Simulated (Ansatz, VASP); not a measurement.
## GaO in VASP and in Ansatz

```
Ga O
1.0
     0.00000    2.36586    2.36586
     2.36586    0.00000    2.36586
     2.36586    2.36586    0.00000
Ga O
1 1
Cartesian
  0.0000 0.0000 0.0000
  3.5488 3.5488 3.5488
```

Change from the starting cell: species swapped into the CuCl type (F-43m, No. 216).

Alike in both runs: task single point; functional PBE; k mesh 6 × 6 × 6; occupations gaussian, width 0.1 eV; collinear spin.

```csv
,VASP,Ansatz
version,VASP 6.6.1,Ansatz 0.2.0
potentials or method,"VASP PAW PBE potentials, release 64 (Ga_d, O)","scalar-relativistic, plane waves, PAW"
plane-wave cutoff (eV),520,420
valence electrons in the cell,19,19
```

```csv
,VASP,Ansatz,Ansatz less VASP
gap on the k mesh at the Fermi level (eV),none,none,-
pressure (GPa),9.0,8.4,-0.55
net moment per atom (μB),0.00,0.00,0.000
```

A gap of «none» marks a metal or a gap that the smearing closes. The functional is the same, so the differences come from potentials, cutoffs and numerics. Ansatz warned: «seeded_moment_not_kept».

Caveats: the k mesh is coarse (spacing up to 0.38 Å⁻¹), so the values aren't converged.
